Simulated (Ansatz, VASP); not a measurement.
## Br in VASP and in Ansatz

Contents of INCAR:

```
SYSTEM = Br
ALGO = Normal
EDIFF = 1E-6
ENCUT = 520
GGA = PE
ISIF = 2
ISMEAR = -1
LASPH = .True.
LCHARG = .False.
LREAL = .False.
LWAVE = .False.
NBANDS = 22
NELM = 100
PREC = Accurate
SIGMA = 0.05
```

Contents of KPOINTS:

```
k-points
0
Gamma
  7 7 3
  0 0 0
```

Contents of POSCAR:

```
Br
1.0
    3.4292128250     -2.3681017607      0.0000000000
    3.4292128250      2.3681017607      0.0000000000
    0.0000000000      0.0000000000      8.8729766646
Br
4
Direct
    0.3651000000      0.6349000000      0.3901000000
    0.1349000000      0.8651000000      0.8901000000
    0.6349000000      0.3651000000      0.6099000000
    0.8651000000      0.1349000000      0.1099000000
```

input.yaml

```yaml
crystal:
  lattice:
    - [3.429212825, -2.3681017607, 0.0]
    - [3.429212825, 2.3681017607, 0.0]
    - [0.0, 0.0, 8.8729766646]
  atoms:
    - { symbol: Br, position: [0.3651, 0.6349, 0.3901] }
    - { symbol: Br, position: [0.1349, 0.8651, 0.8901] }
    - { symbol: Br, position: [0.6349, 0.3651, 0.6099] }
    - { symbol: Br, position: [0.8651, 0.1349, 0.1099] }
hamiltonian:
  xc: pbe
  pseudopotentials: { kind: paw }
kpoints:
  mp_grid: { grid: [7, 7, 3] }
scf:
  occupations: { method: fermi_dirac, width: 0.05 }
output:
  forces: true
  stress: true
  eigenvalues: true
```

Alike in both runs: task single point; functional PBE; k mesh 7 × 7 × 3; occupations fermi-dirac, width 0.05 eV; no spin polarisation.

|  | VASP | Ansatz |
| --- | --- | --- |
| version | VASP 6.6.1 | Ansatz 0.2.0 |
| potentials or method | VASP PAW PBE potentials, release 64 (Br) | Ansatz PAW |
| plane-wave cutoff (eV) | 520 | 420 |
| valence electrons in the cell | 28 | 28 |

```csv
,VASP,Ansatz,Ansatz less VASP
gap on the k mesh at the Fermi level (eV),1.73,1.72,-0.001
least direct gap on the mesh (eV),1.75,1.75,-0.002
pressure (GPa),0.2,0.2,-0.01
largest component of the traceless stress (GPa),0.63,0.65,+0.019
rms of the force components (eV/Å),0.154,0.149,-0.0049
```

Atom by atom the forces differ by 0.005 eV/Å (rms over components).

Caveats: an odd mesh through Γ misses points on the zone boundary, where band edges often lie (VASP); odd divisions of the mesh miss points on the zone boundary, where band edges often lie, so the gap on the mesh can be too wide (Ansatz).
